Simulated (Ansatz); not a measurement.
Input and command of a calculation in Ansatz (plane waves; scalar-relativistic PAW potentials unless the input names others):

```yaml
crystal:
  lattice:
    - [1.7536605232, 0.8802095413, 9.2640154621]
    - [-1.5633688004, 1.1396868992, 9.1984290589]
    - [0.3198598451, -1.9217082563, 9.220290139]
  atoms:
    - { symbol: Zn, position: [0.2409416897, 0.1939206148, 0.2103516895] }
    - { symbol: In, position: [0.0203190505, -0.0243551745, 0.0377684216] }
    - { symbol: Ga, position: [0.7260058157, 0.8768839548, 0.7692600931] }
    - { symbol: O, position: [0.2786676944, 0.3037275641, 0.2964359836] }
    - { symbol: O, position: [0.7665693416, 0.6985855577, 0.6600410923] }
    - { symbol: O, position: [0.0994457716, 0.1008324695, 0.1500609787] }
    - { symbol: O, position: [0.8680516366, 0.8504060137, 0.8760827412] }
  symmetry: { detect: false }
basis:
  ecutwfc: 420
  xc_grid: 3
kpoints:
  mp_grid: { grid: [12, 12, 12], shift: [0.5, 0.5, 0.5] }
hamiltonian:
  xc: pbe
scf:
  occupations: { method: gaussian, width: 0.05 }
output:
  forces: true
  eigenvalues: true
  stress: true
```

```bash
ansatz run input.yaml --threads 2 --pin off --max-ram 5120MiB --backend cpu --events-out ev --progress --plain --runs-dir out
```

Abridged log:
```
Pseudopotentials: kind: paw
Pseudopotential: Zn, paw, valence charge 12, recommended cutoff 420 eV (normal)
Pseudopotential: In, paw, valence charge 13, recommended cutoff 420 eV (normal)
Pseudopotential: Ga, paw, valence charge 13, recommended cutoff 420 eV (normal)
Pseudopotential: O, paw, valence charge 6, recommended cutoff 420 eV (normal)
Functional definition: PBE
Crystal: 7 atoms, lattice volume = 89.160 Å³
Basis set: ecut = 420 eV, 1741 PW (Γ), FFT grids on a1−a3, −a1+a2, a2, exchange–correlation on 72×72×192 points (27 copies of the dense FFT grid, shifted against one another)
Bands: 38, of which v1, the nominal top of the filled ones, is band 31 counted from 1 (30 counted from 0)
Symmetry: 1 space group operations
k-points: 864 of 1728 (time reversal used)
Initial density: superposition of atomic densities (neutral atoms: chi_scale 0, normalization atom), corrected by the library's trained network
Initial wavefunctions: pseudopotential atomic-orbital guess
Functional: x = pbe(κ = 0.804, μ = 0.21951497), c = pbe(β = 0.06672455)
SCF iter   1: F=—  HF=-14968.380815 eV  |F-HF|=—  |Δ(HF+E_count)|=         —  Δρ=6.86e-3  dr2=7.96e-2  ethr=1.77e-3  ⟨swp⟩=6.0  Hψ=131681  notcnv=0  defer=11
SCF iter   2: F=—  HF=-14968.437339 eV  |F-HF|=—  |Δ(HF+E_count)|=   5.65e-2  Δρ=1.52e-2  dr2=4.60e-1  ethr=1.28e-4  ⟨swp⟩=2.8  Hψ=68276  notcnv=0  defer=1887
SCF iter   3: F=—  HF=-14968.370349 eV  |F-HF|=—  |Δ(HF+E_count)|=   6.70e-2  Δρ=2.72e-3  dr2=8.29e-3  ethr=1.28e-4  ⟨swp⟩=2.8  Hψ=62568  notcnv=0  defer=1873
SCF iter   4: F=—  HF=-14968.369106 eV  |F-HF|=—  |Δ(HF+E_count)|=   1.24e-3  Δρ=1.13e-3  dr2=1.31e-3  ethr=1.34e-5  ⟨swp⟩=2.2  Hψ=58078  notcnv=0  defer=1832
SCF iter   5: F=—  HF=-14968.368822 eV  |F-HF|=—  |Δ(HF+E_count)|=   2.84e-4  Δρ=2.25e-4  dr2=6.71e-5  ethr=2.12e-6  ⟨swp⟩=2.0  Hψ=54436  notcnv=0  defer=1832
SCF iter   6: F=—  HF=-14968.368811 eV  |F-HF|=—  |Δ(HF+E_count)|=   1.08e-5  Δρ=8.27e-5  dr2=4.99e-6  ethr=1.08e-7  ⟨swp⟩=2.1  Hψ=42857  notcnv=0  defer=1832
SCF iter   7: F=—  HF=-14968.368813 eV  |F-HF|=—  |Δ(HF+E_count)|=   1.56e-6  Δρ=2.65e-5  dr2=4.65e-7  ethr=8.05e-9  ⟨swp⟩=2.1  Hψ=46296  notcnv=0  defer=1832
SCF iter   8: F=-14968.368813 eV  HF=-14968.368813 eV  |F-HF|=1.32e-9  |Δ(HF+E_count)|=   2.36e-7  Δρ=9.67e-6  dr2=6.66e-8  ethr=1.61e-10  ⟨swp⟩=9.6  Hψ=147997  notcnv=0
SCF 1 converged in 8 iterations: F = -14968.368813 eV  dr2 = 6.66e-8
SCF converged after 8 iterations
Free energy (F): -14968.368813 eV
Harris-Foulkes:  -14968.368813 eV  (|F-HF|=1.32e-9)
Internal energy: -14968.367958 eV  (E = F + TS)
E sigma→0 (E₀):  -14968.368386 eV
Entropy (-TS):   -0.000855 eV (-0.122 meV/atom)
Fermi energy:    8.542522 eV
--- Forces (eV/Å), atoms counted from 1 ---
  atom   1  Zn    -2.41327499    -1.14002052     3.18895983
  atom   2  In    -0.81612368     2.59170639    -4.56258874
  atom   3  Ga     3.74197466     0.39691902     0.14866130
  atom   4  O      0.43734375     0.03210306     0.68215152
  atom   5  O      0.31654651    -2.85836822     3.04843299
  atom   6  O     -3.45368211    -0.24448107    -0.07039547
  atom   7  O      2.18727159     1.22208838    -2.43523759
--- Stress (GPa, compression-positive) ---
       11.209100      15.755682      -3.569946
       15.755681      17.419636      -3.893368
       -3.569947      -3.893368     -11.854204
  P = ⅓ Tr σ = 5.5915 GPa (55.915 kbar)
```

Apart from outputs and empty bands, the input differs from a reference run on usual settings in kpoints.mp_grid.shift: not typed → [0.5, 0.5, 0.5]; basis.xc_grid: not typed → 3; crystal.symmetry: not typed → {"detect": false}. The reference, at the same geometry (not necessarily relaxed), gave pressure 5.59 GPa, largest force 5.311 eV/Å, no gap on the mesh. This run converged in 8 SCF iterations (reference: 8) with an energy at zero smearing 0.01 meV/atom below the reference's, pressure 5.59 GPa, largest force 5.310 eV/Å, no gap on the mesh.

It took 75 s on 2 threads of Intel(R) Xeon(R) 6975P-C (Granite Rapids) (shared host), peak memory 2.1 GiB.